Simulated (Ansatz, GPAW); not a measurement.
SiO2: band gap by level of theory

```cif
data_structure
_symmetry_space_group_name_H-M 'P 1'
_symmetry_Int_Tables_number 1
_cell_length_a 7.0305
_cell_length_b 7.0305
_cell_length_c 7.0305
_cell_angle_alpha 136.182
_cell_angle_beta 94.401
_cell_angle_gamma 101.638
_cell_volume 222.64
loop_
_atom_site_label
_atom_site_type_symbol
_atom_site_fract_x
_atom_site_fract_y
_atom_site_fract_z
_atom_site_occupancy
Si1 Si 0.26034 0.84494 0.41540 1
Si2 Si 0.07045 0.15506 0.91540 1
Si3 Si 0.73966 0.15506 0.58460 1
Si4 Si 0.92955 0.84494 0.08460 1
O1 O 0.50000 0.00000 0.50000 1
O2 O 0.00000 0.00000 0.00000 1
O3 O 0.79318 0.00000 0.29318 1
O4 O 0.20682 0.50000 0.20682 1
O5 O 0.20682 0.00000 0.70682 1
O6 O 0.79318 0.50000 0.79318 1
O7 O 0.86931 0.11931 0.75000 1
O8 O 0.13069 0.88069 0.25000 1
```

The cell comes from a database or a generator and needn't be the stable form of this composition.

| rung | level | program and potentials | cutoff (eV) | k mesh | core time | chip | band gap (eV) | notes |
| --- | --- | --- | --- | --- | --- | --- | --- | --- |
| LDA | LDA | Ansatz, Ansatz PAW | 420 | 6 × 6 × 6 | 3.3 s | AMD EPYC 7R13 Zen 3 | 5.42 | potentials made for PBE, which Ansatz adapts in part |
| meta-GGA | r2SCAN | Ansatz, Ansatz PAW | 500 | 6 × 6 × 6 | 6.7 s | AMD EPYC 7R13 Zen 3 | 6.19 | potentials made for PBE, which Ansatz adapts in part |
| hybrid | PBE0 | Ansatz, Ansatz PAW | 420 | 4 × 4 × 4 | 1.8 min | AMD EPYC 7R13 Zen 3 | 7.94 | potentials made for PBE, which Ansatz adapts in part |
| hybrid | HSE06 | Ansatz, Ansatz PAW | 420 | 4 × 4 × 4 | 1.8 min | AMD EPYC 7R13 Zen 3 | 7.18 | potentials made for PBE, which Ansatz adapts in part |
| GGA | PBEsol | Ansatz, Ansatz PAW | 420 | 6 × 6 × 6 | 2.7 min | Arm Neoverse V1 | 5.57 | potentials made for PBE, which Ansatz adapts in part |
| GGA | PBEsol | GPAW, PAW data sets generated for this functional | 800 | 4 × 4 × 4 | 34 min | Intel Xeon | 5.59 | - |

Times are single runs on shared hosts and different chips, so they are rough; meshes, cutoffs and the tasks' sizes weigh on the time. Task: band structure. All rows: no spin polarisation. Gaps are the least found on the k mesh or the band path, and a mesh can miss the band edges. Meshes differ between rows, which moves values too. All levels ran on this one cell, unrelaxed unless noted. Meshes are those of the run's cell of 12 atoms unless a note names another. Runs on faulty files, with rough fits or with known faults for this quantity aren't shown. PBE isn't shown for this crystal. No row holds spin-orbit coupling.

By rung: LDA 5.42; GGA 5.57 to 5.59; meta-GGA 6.19; hybrid 7.18 to 7.94 (eV).
